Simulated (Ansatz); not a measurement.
Ti$_{3}$SiC$_{2}$:
```
CELL_PARAMETERS angstrom
      3.04181     0.00000     0.00000
     -1.52091     2.63429     0.00000
      0.00000     0.00000    17.58251
ATOMIC_POSITIONS crystal
  Ti 0.66667 0.33333 0.36507
  Ti 0.33333 0.66667 0.63493
  Ti 0.33333 0.66667 0.86507
  Ti 0.66667 0.33333 0.13493
  Ti 0.00000 0.00000 0.50000
  Ti 0.00000 0.00000 0.00000
  Si 0.00000 0.00000 0.75000
  Si 0.00000 0.00000 0.25000
  C  0.33333 0.66667 0.42784
  C  0.66667 0.33333 0.57216
  C  0.66667 0.33333 0.92784
  C  0.33333 0.66667 0.07216
```

Relaxed with PBEsol. Special points in fractions of this cell's reciprocal vectors: Γ (0.000, 0.000, 0.000); M (0.500, 0.000, 0.000); K (0.333, 0.333, 0.000); A (0.000, 0.000, 0.500); L (0.500, 0.000, 0.500); H (0.333, 0.333, 0.500).

Q: List the band energies nearest the Fermi level at these points for the program Ansatz at the PBEsol level (PAW).

A: In eV from the Fermi level; about four levels below and three above (degenerate sets whole), none deeper than 8.9 eV; points with the same levels are listed once.

```json
[
 {"k": "Γ", "below": "-1.62 -1.62 -1.59 -1.59 -1.24", "above": "0.30 0.55 0.55"},
 {"k": "M", "below": "-1.81 -1.79 -1.73 -1.67", "above": "1.38 1.42 1.47"},
 {"k": "K", "below": "-2.11 -2.08 -0.01 -0.01", "above": "1.33 1.55 2.04 2.04"},
 {"k": "A", "below": "-1.60 -1.60 -1.60 -1.60", "above": "0.46 0.46 0.57 0.57 0.57 0.57"},
 {"k": "L", "below": "-1.77 -1.77 -1.73 -1.73", "above": "1.44 1.44 1.58 1.58"},
 {"k": "H", "below": "-2.10 -2.10 -0.01 -0.01", "above": "1.42 1.42 1.99 1.99"}
]
```

Space group P6_3/mmc. The cell was relaxed with PBEsol under the symmetry of its start; of distortions, only those at the zone centre were tested. The run is not spin-polarised.

Potentials: the later of the program's two PAW sets.
